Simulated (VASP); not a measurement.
# Mg2Si (Fm-3m) in VASP: notebook

One crystal, Mg2Si, is run at these levels: PBEsol, r2SCAN; tasks: single point.

All numbers are computed with VASP 6.6.1; they aren't measurements. Logs are shortened: lines on timing, memory, paths and dates and some standing lists are left out, and cuts for length are marked.

## 1. The crystal as given

The structure is cubic, space group Fm-3m (No. 225). The conventional cell has a = 6.324 Å, b = 6.324 Å, c = 6.324 Å, α = 90.00°, β = 90.00°, γ = 90.00°. Mg (site symmetry -43m) has 4 Si at 2.74 Å as nearest neighbours. Si (site symmetry m-3m) has 8 Mg at 2.74 Å as nearest neighbours.

The cell is a database's computed one.

## 2. Single point, PBEsol

File INCAR:

```
PREC = Accurate ; ENCUT = 900
EDIFF = 1E-6 ; ISMEAR = 0
SIGMA = 0.1 ; LREAL = F
LASPH = T ; NELM = 80
ALGO = Normal ; ISIF = 2
LWAVE = F ; LCHARG = T
GGA = PS ; LELF = T
LVHAR = T ; NBANDS = 11
```

File KPOINTS:

```
Automatic mesh
0
Gamma
  10 10 10
```

File POSCAR:

```
Mg2Si
1.0
    0.0000000000      3.1617700000      3.1617700000
    3.1617700000      0.0000000000      3.1617700000
    3.1617700000      3.1617700000      0.0000000000
Mg Si
2 1
Direct
    0.2500000000      0.2500000000      0.2500000000
    0.7500000000      0.7500000000      0.7500000000
    1.0000000000      0.0000000000      0.0000000000
```

Potentials or basis: VASP PAW PBE potentials, release 64 (Mg, Si).

Started as:

```bash
cat potpaw_PBE.64/Mg/POTCAR potpaw_PBE.64/Si/POTCAR > POTCAR
mpirun -np 1 vasp_std > vasp.out
```

OUTCAR:

```text
PREC = Accurate
   ENCUT = 900
   EDIFF = 1E-6
   ISMEAR = 0
   LREAL = F
   LASPH = T
   NELM = 80
   ISIF = 2
   GGA = PS

 ion  position               nearest neighbor table
   1  0.250  0.250  0.250-   3 2.74   3 2.74   3 2.74   3 2.74   2 3.16   2 3.16   2 3.16   2 3.16
                             2 3.16   2 3.16
   2  0.750  0.750  0.750-   3 2.74   3 2.74   3 2.74   3 2.74   1 3.16   1 3.16   1 3.16   1 3.16
                             1 3.16   1 3.16
   3  0.000  0.000  0.000-   2 2.74   2 2.74   2 2.74   1 2.74   1 2.74   1 2.74   2 2.74   1 2.74

  LATTYP: Found a face centered cubic cell.
 ALAT       =     6.3235400000

  Lattice vectors:

 A1 = (   0.0000000000,   3.1617700000,   3.1617700000)
 A2 = (   3.1617700000,   0.0000000000,   3.1617700000)
 A3 = (   3.1617700000,   3.1617700000,   0.0000000000)

Analysis of symmetry for initial positions (statically):
=====================================================================
 Subroutine PRICEL returns:
 Original cell was already a primitive cell.

 Routine SETGRP: Setting up the symmetry group for a
 face centered cubic supercell.

 Subroutine GETGRP returns: Found 48 space group operations
 (whereof 48 operations were pure point group operations)
 out of a pool of 48 trial point group operations.

The static configuration has the point symmetry O_h .

Analysis of symmetry for dynamics (positions and initial velocities):
=====================================================================
 Subroutine PRICEL returns:
 Original cell was already a primitive cell.

 Routine SETGRP: Setting up the symmetry group for a
 face centered cubic supercell.

 Subroutine GETGRP returns: Found 48 space group operations
 (whereof 48 operations were pure point group operations)
 out of a pool of 48 trial point group operations.

The dynamic configuration has the point symmetry O_h .

 Subroutine INISYM returns: Found 48 space group operations
 (whereof 48 operations are pure point group operations),
 and found     1 'primitive' translations

----------------------------------------------------------------------------------------

                                     Primitive cell

  volume of cell :      63.2151

  direct lattice vectors                    reciprocal lattice vectors
     0.000000000  3.161770000  3.161770000    -0.158139270  0.158139270  0.158139270
     3.161770000  0.000000000  3.161770000     0.158139270 -0.158139270  0.158139270
     3.161770000  3.161770000  0.000000000     0.158139270  0.158139270 -0.158139270

  length of vectors
     4.471418015  4.471418015  4.471418015     0.273905250  0.273905250  0.273905250

  position of ions in fractional coordinates (direct lattice)
     0.250000000  0.250000000  0.250000000
     0.750000000  0.750000000  0.750000000
     0.000000000  0.000000000  0.000000000

  ion indices of the primitive-cell ions
   primitive index   ion index
                 1           1
                 2           2
                 3           3

----------------------------------------------------------------------------------------

 KPOINTS: Automatic mesh

Automatic generation of k-mesh.
 Grid dimensions read from file:
 generate k-points for:   10   10   10

 Generating k-lattice:

  Cartesian coordinates                     Fractional coordinates (reciprocal lattice)
    -0.015813927  0.015813927  0.015813927     0.100000000  0.000000000  0.000000000
     0.015813927 -0.015813927  0.015813927     0.000000000  0.100000000  0.000000000
     0.015813927  0.015813927 -0.015813927     0.000000000  0.000000000  0.100000000

  Length of vectors
     0.027390525  0.027390525  0.027390525

  Shift w.r.t. Gamma in fractional coordinates (k-lattice)
     0.000000000  0.000000000  0.000000000

 Subroutine IBZKPT returns following result:
 ===========================================

 Found     47 irreducible k-points:

 Following reciprocal coordinates:
            Coordinates               Weight
  0.000000  0.000000  0.000000      1.000000
  0.100000  0.000000  0.000000      8.000000
  0.200000  0.000000  0.000000      8.000000
  0.300000  0.000000  0.000000      8.000000
  0.400000  0.000000  0.000000      8.000000
  0.500000  0.000000  0.000000      4.000000
[... 16 lines left out ...]
  0.300000  0.300000  0.000000      6.000000
  0.400000  0.300000  0.000000     24.000000
 [... further k-points ...]
   k-points           NKPTS =     47   k-points in BZ     NKDIM =     47   number of bands    NBANDS=     11
   number of dos      NEDOS =    301   number of ions     NIONS =      3
   total plane-waves  NPLWV = 110592
   dimension x,y,z NGX =    48 NGY =   48 NGZ =   48
   dimension x,y,z NGXF=    96 NGYF=   96 NGZF=   96
   ions per type =               2   1
   NGX,Y,Z   is equivalent  to a cutoff of  17.85, 17.85, 17.85 a.u.
   NGXF,Y,Z  is equivalent  to a cutoff of  35.69, 35.69, 35.69 a.u.
 SYSTEM =  unknown system
   PREC   = accura    normal or accurate (medium, high low for compatibility)
   ISTART =      0    job   : 0-new  1-cont  2-samecut
   ICHARG =      2    charge: 1-file 2-atom 10-const
   ISPIN  =      1    spin polarized calculation?
   LNONCOLLINEAR =      F non collinear calculations
   LSORBIT =      F    spin-orbit coupling
   LASPH  =      T    aspherical Exc in radial PAW
   ENCUT  =  900.0 eV  66.15 Ry    8.13 a.u.  10.94 10.94 10.94*2*pi/ulx,y,z
   NELM   =     80;   NELMIN=  2; NELMDL= -5     # of ELM steps
   EDIFF  = 0.1E-05   stopping-criterion for ELM
   LREAL  =      F    real-space projection
   EDIFFG = 0.1E-04   stopping-criterion for IOM
   NSW    =      0    number of steps for IOM
   IBRION =     -1    ionic relax: 0-MD 1-quasi-New 2-CG
   NFREE  =      0    steps in history (QN), initial steepest desc. (CG)
   ISIF   =      2    stress and relaxation
   ISYM   =      2    0-nonsym 1-usesym 2-fastsym
   POTIM  = 0.5000    time-step for ionic-motion
   TEBEG  =    0.0;   TEEND  =   0.0 temperature during run
   PSTRESS=    0.0 pullay stress
   NELECT =       8.0000    total number of electrons
   NUPDOWN=      -1.0000    fix difference up-down
   EMIN   =  10.00;   EMAX   =-10.00  energy-range for DOS
   EFERMI =   0.00;   METHOD = LEGACY
   ISMEAR =     0;   SIGMA  =   0.10  broadening in eV -4-tet -1-fermi 0-gaus
   EFERMI_NEDOS =   21; number of points for ismear=-14 and -15
   IALGO  =     38    algorithm
   IMIX   =      4    mixing-type and parameters
     AMIX     =   0.40;   BMIX     =  1.00
     AMIX_MAG =   1.60;   BMIX_MAG =  1.00
  volume/ion in A,a.u.               =      21.07       142.20
  Fermi-wavevector in a.u.,A,eV,Ry     =   0.821923  1.553210  9.191520  0.675558
  Thomas-Fermi vector in A             =   1.933168
   LORBIT       =      0    0 simple, 1 ext, 2 COOP (PROOUT), +10 PAW based schemes
   GGA     = PS    functional components
   LHFCALC =     F    Hartree Fock is set to
   AEXX    =    0.0000 exact exchange contribution
   IVDW    =     0    specifies the selected vdW correction
   LEPSILON=     F    determine dielectric tensor
   LRPA    =     F    only Hartree local field effects (RPA)
 non-spin polarized calculation
 Gauss-broadening in eV      SIGMA  =   0.10
  energy-cutoff  :      900.00
  volume of cell :       63.22
 maximum number of plane-waves:      3904
 NGX is ok and might be reduce to    48
   NGX = 21   NGY = 21   NGZ = 21

 number of electron       8.0000000 magnetization

 Free energy of the ion-electron system (eV)
  ---------------------------------------------------
  ext. energy  EPLUGINS =         0.00000000
  ---------------------------------------------------
  free energy    TOTEN  =        -9.67278072 eV

  energy without entropy =       -9.67238542  energy(sigma->0) =       -9.67258307

 E-fermi :   3.7022     XC(G=0):  -8.9185

 val. band max:        3.6289987016   @ k =   0.0000   0.0000   0.0000
 cond. band min:       3.7402635638   @ k =   0.5000   0.5000   0.0000
 fundamental gap:      0.1112648622
 Fermi energy:         3.7022230385

 k-point     1 :       0.0000    0.0000    0.0000
  band No.  band energies     occupation
      1      -5.5465      2.00000
      2       3.6290      1.69959
      3       3.6290      1.69959
      4       3.6290      1.69959
      5       5.5200      0.00000
      6       6.1910      0.00000
      7       6.1910      0.00000
      8       6.1910      0.00000
      9       9.2658      0.00000
     10       9.2658      0.00000
     11      10.2375      0.00000

 k-point     2 :       0.1000    0.0000    0.0000
  band No.  band energies     occupation
      1      -5.4550      2.00000
      2       2.7925      2.00000
      3       3.5229      1.98880
      4       3.5229      1.98880
      5       5.7284      0.00000
      6       6.3824      0.00000
      7       6.3824      0.00000
      8       6.6506      0.00000
      9       8.8032      0.00000
     10       8.8032      0.00000
     11      10.4970      0.00000

 k-point     3 :       0.2000    0.0000    0.0000
  band No.  band energies     occupation
      1      -5.1885      2.00000
      2       1.4583      2.00000
      3       3.3027      2.00000
      4       3.3027      2.00000
      5       5.4633      0.00000
      6       6.6577      0.00000
      7       6.6577      0.00000
      8       7.8964      0.00000
      9       8.4768      0.00000
     10       8.4768      0.00000
     11      10.0057      0.00000
[... 267 lines left out ...]
 k-point    23 :       0.3000    0.3000    0.0000
  band No.  band energies     occupation
      1      -4.5131      2.00000
      2       0.6364      2.00000
      3       2.1112      2.00000
      4       2.1112      2.00000
      5       4.5726      0.00000
      6       4.7827      0.00000
      7       9.0880      0.00000
      8       9.0880      0.00000
      9       9.9211      0.00000
     10      10.5819      0.00000
     11      13.0475      0.00000

 k-point    24 :       0.4000    0.3000    0.0000
  band No.  band energies     occupation
      1      -4.1534      2.00000
      2       0.0470      2.00000
      3       1.5895      2.00000
      4       1.9653      2.00000
      5       4.3980      0.00000
      6       4.9376      0.00000
      7       9.1219      0.00000
      8       9.2042      0.00000
      9      11.2715      0.00000
     10      11.4817      0.00000
     11      12.9320      0.00000

 [... further k-points ...]

------------------------ aborting loop because EDIFF is reached ----------------------------------------

  FORCE on cell =-STRESS in cart. coord.  units (eV):
  Direction    XX          YY          ZZ          XY          YZ          ZX
  --------------------------------------------------------------------------------------
  -------------------------------------------------------------------------------------
  Total        0.0116329      0.0116329      0.0116329     -0.0000000      0.0000000     -0.0000000
  in kB        0.2948343      0.2948343      0.2948343     -0.0000000      0.0000000     -0.0000000
  external PRESSURE =       0.2948343 kB  Pullay stress =       0.0000000 kB

 VOLUME and BASIS-vectors are now :
 -----------------------------------------------------------------------------
  energy-cutoff  :      900.00
  volume of cell :       63.22
      direct lattice vectors                 reciprocal lattice vectors
     0.000000000  3.161770000  3.161770000    -0.158139270  0.158139270  0.158139270
     3.161770000  0.000000000  3.161770000     0.158139270 -0.158139270  0.158139270
     3.161770000  3.161770000  0.000000000     0.158139270  0.158139270 -0.158139270

 POSITION                                       TOTAL-FORCE (eV/Angst)
 -----------------------------------------------------------------------------------
      1.58089      1.58089      1.58089        -0.000000     -0.000000     -0.000000
      4.74266      4.74266      4.74266         0.000000      0.000000      0.000000
      0.00000      0.00000      0.00000        -0.000000     -0.000000      0.000000
 -----------------------------------------------------------------------------------
    total drift:                                0.000000      0.000000      0.000000

  FREE ENERGIE OF THE ION-ELECTRON SYSTEM (eV)
  ---------------------------------------------------
  free  energy   TOTEN  =        -9.6727807217 eV

  energy  without entropy=       -9.6723854230  energy(sigma->0) =       -9.67258307
```

Wall time 87 s (1 thread of Intel Xeon Platinum 8259CL at 2.50GHz (Skylake/Cascade Lake), shared host); peak memory 0.36 GiB.

Results:

```yaml
Free_energy: -9.6728 eV
Pressure: 0.0 GPa
Band_gap_on_the_k_mesh: 0.11 eV, indirect (least direct gap 1.89 eV)
```

Levels at points of the mesh, in eV from the valence-band top:
```tsv
k point	band 2	band 3	band 4	band 5	band 6	band 7
(0.00, 0.00, 0.00)	0.00	0.00	0.00	1.89	2.56	2.56
(0.50, 0.00, 0.00)	-4.82	-0.71	-0.71	1.29	2.52	2.52
(0.50, 0.50, 0.00)	-4.47	-1.97	-1.97	0.11	0.41	7.95
```

Caveat: the PAW data sets were made with another functional, which shifts forces and pressure a little. As with any semilocal functional, this PBEsol gap is likely too small.

## 3. Single point, r2SCAN

File INCAR:

```
PREC = Accurate ; ENCUT = 520
EDIFF = 1E-6 ; ISMEAR = 0
SIGMA = 0.1 ; LREAL = F
LASPH = T ; NELM = 80
ALGO = Normal ; ISIF = 2
LWAVE = F ; LCHARG = T
METAGGA = R2SCAN ; LMIXTAU = T
LELF = T ; LVHAR = T
NBANDS = 11
```

KPOINTS is that of step 2.

POSCAR is that of step 2.

Potentials or basis: VASP PAW PBE potentials, release 64 (Mg, Si).

Started as:

```bash
cat potpaw_PBE.64/Mg/POTCAR potpaw_PBE.64/Si/POTCAR > POTCAR
mpirun -np 1 vasp_std > vasp.out
```

It took 2.5 min on 1 thread of Intel Xeon Platinum 8259CL at 2.50GHz (Skylake/Cascade Lake), shared host; peak memory 0.23 GiB.

The run converged. Its results:

* Free energy: -17.6858 eV
* Pressure: 0.1 GPa
* Band gap on the k mesh: 0.44 eV, indirect (least direct gap 2.49 eV)

Levels at points of the mesh, in eV from the valence-band top:
| k point | band 1 | band 2 | band 3 | band 4 | band 5 | band 6 | band 7 | band 8 |
| --- | --- | --- | --- | --- | --- | --- | --- | --- |
| (0.00, 0.00, 0.00) | -9.57 | 0.00 | 0.00 | 0.00 | 2.54 | 2.85 | 2.85 | 2.85 |
| (0.50, 0.00, 0.00) | -8.06 | -4.93 | -0.74 | -0.74 | 1.77 | 2.83 | 2.83 | 5.66 |
| (0.50, 0.50, 0.00) | -7.47 | -4.58 | -2.05 | -2.05 | 0.44 | 0.77 | 8.73 | 8.73 |

Caveat: the PAW data sets were made with another functional, which shifts forces and pressure a little.
